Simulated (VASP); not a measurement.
**BAs: single point with RPBE**

The system is BAs.

```xyz
2
Lattice="0.0000 2.3885 2.3885 2.3885 0.0000 2.3885 2.3885 2.3885 0.0000" Properties=species:S:1:pos:R:3 pbc="T T T"
As    3.5827    3.5827    3.5827
B     0.0000    0.0000    0.0000
```

| Quantity | Value |
| --- | --- |
| Program | VASP 6.6.1 |
| Task | single point |
| Functional | RPBE |
| Potentials or basis | VASP PAW PBE potentials, release 64 (As, B) |
| Cutoff | 520 eV |
| k mesh | 10 × 10 × 10 |
| Occupations | gaussian, width 0.05 eV |
| Spin | no spin polarisation |

```yaml
Pressure: 6.0 GPa
Band_gap_on_the_k_mesh: 1.21 eV, indirect (least direct gap 3.28 eV)
```

Levels at points of the mesh, in eV from the valence-band top:
```
           k point  band 1  band 2  band 3  band 4  band 5  band 6  band 7  band 8
(0.00, 0.00, 0.00)  -15.41    0.00    0.00    0.00    3.28    3.28    3.28    4.71
(0.50, 0.00, 0.00)  -12.53   -8.80   -1.83   -1.83    2.71    4.78    4.78    8.96
(0.50, 0.50, 0.00)  -11.19   -8.57   -4.09   -4.09    1.44    1.50   11.43   11.43
```

Run time: 30 s on 1 thread of Intel(R) Xeon(R) Platinum 8488C (Sapphire Rapids) (shared host), peak memory 0.16 GiB.

Caveat: the PAW data sets were made with another functional, which shifts forces and pressure a little. A k mesh can miss the band edges.
